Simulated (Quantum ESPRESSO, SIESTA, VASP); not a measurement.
In: programs and potentials compared

```
CELL_PARAMETERS angstrom
3.36384 0.00000 0.00000
-1.68192 2.91317 0.00000
0.00000 0.00000 25.79971
ATOMIC_POSITIONS crystal
In 0.00000 0.00000 0.29070
In 0.33333 0.66667 0.39535
In 0.00000 0.00000 0.50000
In 0.66667 0.33333 0.60465
In 0.00000 0.00000 0.70930
```

Alike in all runs: functional PBE; k mesh 9 × 9 × 1; occupations fermi-dirac, width 0.05 eV; no spin polarisation; no spin-orbit coupling.

```tsv
program and potentials	plane-wave cutoff (eV)	notes	largest force (eV/Å)
SIESTA, files PseudoDojo sr-pbe-0.4.1-standard, DZP (energy shift 0.003 Ry; two zetas on semicore shells)	-	atomic basis	0.152
Quantum ESPRESSO, PseudoDojo 0.4.1 SR PBE standard	952	-	0.115
VASP, PBE PAW files In_d, 520 eV	520	-	0.118
```

Force on atom 1 (In), eV/Å:

| program and potentials | x | y | z |
| --- | --- | --- | --- |
| SIESTA, files PseudoDojo sr-pbe-0.4.1-standard, DZP (energy shift 0.003 Ry; two zetas on semicore shells) | 0.000 | 0.000 | -0.152 |
| Quantum ESPRESSO, PseudoDojo 0.4.1 SR PBE standard | 0.000 | 0.000 | -0.115 |
| VASP, PBE PAW files In_d, 520 eV | 0.000 | 0.000 | -0.118 |

Rows in atomic bases carry the error of their basis and grid, which can be large.

The functional is the same throughout but for its coding, so the spread measures potentials, basis and numerics; runs on potential files found faulty are left out.
